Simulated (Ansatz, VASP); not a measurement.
**One calculation of Ag, two programs**

```
Ag
1.0
     0.00000    2.07406    2.07406
     2.07406    0.00000    2.07406
     2.07406    2.07406    0.00000
Ag
1
Direct
  0.00000 0.00000 0.00000
```

Alike in both runs: functional PBE; k mesh 16 × 16 × 16; occupations fermi-dirac, width 0.08 eV; no spin polarisation.

Ansatz relaxed the structure, and its values are those at the end. VASP's run is a single point on that final structure, the one shown.

|  | VASP | Ansatz |
| --- | --- | --- |
| version | VASP 6.6.1 | Ansatz 0.2.0 |
| potentials or method | VASP PAW PBE potentials, release 64 (Ag) | PAW with Ansatz's default frozen-core files, scalar-relativistic |
| plane-wave cutoff (eV) | 520 | 420 |
| valence electrons in the cell | 11 | 19 |

Ansatz gave:

* pressure (GPa): 0.0

Problem. Estimate VASP's values.

Solution. Pressure (GPa): -0.1.

The two sets of potentials don't hold the same shells in valence.
